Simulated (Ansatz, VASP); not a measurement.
Given: the input of a run of Ansatz 0.2.0 on BN. The cell is a database's computed one, not the measured one.

input.yaml

```yaml
crystal:
  lattice:
    - [0.0, 1.813001, 1.813001]
    - [1.813001, 0.0, 1.813001]
    - [1.813001, 1.813001, 0.0]
  atoms:
    - { symbol: "N", position: [0.25, 0.25, 0.25] }
    - { symbol: B, position: [0.0, 0.0, 0.0] }
kpoints:
  mp_grid: { grid: [13, 13, 13] }
scf:
  occupations: { method: gaussian, width: 0.021 }
hamiltonian:
  xc: pbe
  pseudopotentials: { kind: all_electron, lapw: { basis_error: 0.001 } }
output:
  forces: true
  stress: true
  eigenvalues: true
```

Potentials or basis: all-electron LAPW, scalar-relativistic.

Launch:

```console
$ ansatz run input.yaml --threads 1 --pin off --max-ram 3072MiB --backend cpu --events-out ev --progress --plain --runs-dir out
```

Question: Set up the same calculation for VASP 6.6.1. Potentials or basis there: PBE PAW files B, N, 520 eV.

Answer: As run (cutoffs and basis follow the program's own potentials, and thresholds, step limits or extra output files can differ):

Contents of INCAR:

```
SYSTEM = BN
ALGO = Normal ; EDIFF = 1E-7
ENCUT = 520 ; GGA = PE
ISIF = 2 ; ISMEAR = 0
LASPH = .True. ; LCHARG = .False.
LREAL = .False. ; LWAVE = .False.
NELM = 100 ; PREC = Accurate
SIGMA = 0.020999999999999998
```

File KPOINTS:

```
k-points
0
Gamma
  13 13 13
  0 0 0
```

Contents of POSCAR:

```
BN
1.0
    0.0000000000      1.8130010000      1.8130010000
    1.8130010000      0.0000000000      1.8130010000
    1.8130010000      1.8130010000      0.0000000000
N B
1 1
Direct
    0.2500000000      0.2500000000      0.2500000000
    0.0000000000      0.0000000000      0.0000000000
```

Potentials or basis: VASP PAW PBE potentials, release 64 (N, B).

Run with:

```sh
$ cat potpaw_PBE.64/N/POTCAR potpaw_PBE.64/B/POTCAR > POTCAR
$ mpirun -np 1 vasp_std > vasp.out
```

Both were run:

|  | Ansatz | VASP |
| --- | --- | --- |
| Pressure | -0.4 GPa | -0.2 GPa |

Where Ansatz's input types no cutoff or centring, it takes its own default and a Γ-centred mesh.

Pressure is positive in compression.
